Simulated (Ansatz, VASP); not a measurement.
**AlNi in VASP and in Ansatz**

The input INCAR:

```
ALGO     = Fast           # electronic algorithm
EDIFF    = 1E-6           # SCF threshold, eV
ENCUT    = 520            # plane-wave cutoff, eV
GGA      = PE             # functional
ISIF     = 2              # what is computed and relaxed
ISMEAR   = 0              # smearing method
LASPH    = T              # aspherical terms in the spheres
LCHARG   = F              # write CHGCAR
LREAL    = F              # projectors in reciprocal space
LWAVE    = F              # write WAVECAR
NBANDS   = 14             # bands
NELM     = 100            # most SCF steps
PREC     = Accurate       # precision mode
SIGMA    = 0.15           # smearing width, eV
```

File KPOINTS:

```
k-points
0
Gamma
  20 20 18
```

File POSCAR:

```
AlNi
1.0
    1.9933336141     -2.0082383196      0.0000000000
    1.9933336141      2.0082383196      0.0000000000
    0.0000000000      0.0000000000      2.9318408367
Al Ni
1 1
Direct
    0.0000000000      0.0000000000      0.0000000000
    0.5000000000      0.5000000000      0.5000000000
```

Input for Ansatz:

```yaml
crystal:
  lattice:
    - [1.9933336141, -2.0082383196, 0.0]
    - [1.9933336141, 2.0082383196, 0.0]
    - [0.0, 0.0, 2.9318408367]
  atoms:
    - { symbol: Al, position: [0.0, 0.0, 0.0] }
    - { symbol: Ni, position: [0.5, 0.5, 0.5] }
basis:
  ecutwfc: 420
kpoints:
  mp_grid: { grid: [20, 20, 18] }
hamiltonian:
  xc: pbe
scf:
  occupations: { method: gaussian, width: 0.15 }
output:
  forces: true
  stress: true
  eigenvalues: true
```

Alike in both runs: task single point; functional PBE; k mesh 20 × 20 × 18; occupations gaussian, width 0.15 eV; no spin polarisation.

|  | VASP | Ansatz |
| --- | --- | --- |
| version | VASP 6.6.1 | Ansatz 0.2.0 |
| potentials or method | VASP PAW PBE potentials, release 64 (Al, Ni) | scalar-relativistic, plane waves, PAW |
| plane-wave cutoff (eV) | 520 | 420 |
| valence electrons in the cell | 13 | 21 |

```csv
,VASP,Ansatz,Ansatz less VASP
gap on the k mesh at the Fermi level (eV),none,none,-
pressure (GPa),5.2,5.4,+0.19
largest component of the traceless stress (GPa),1.77,1.75,-0.017
```

A gap of «none» marks a metal or a gap that the smearing closes. The two sets of potentials don't hold the same shells in valence.

Spin polarisation is off, so any magnetic state and its effect on volume and gap are missing.
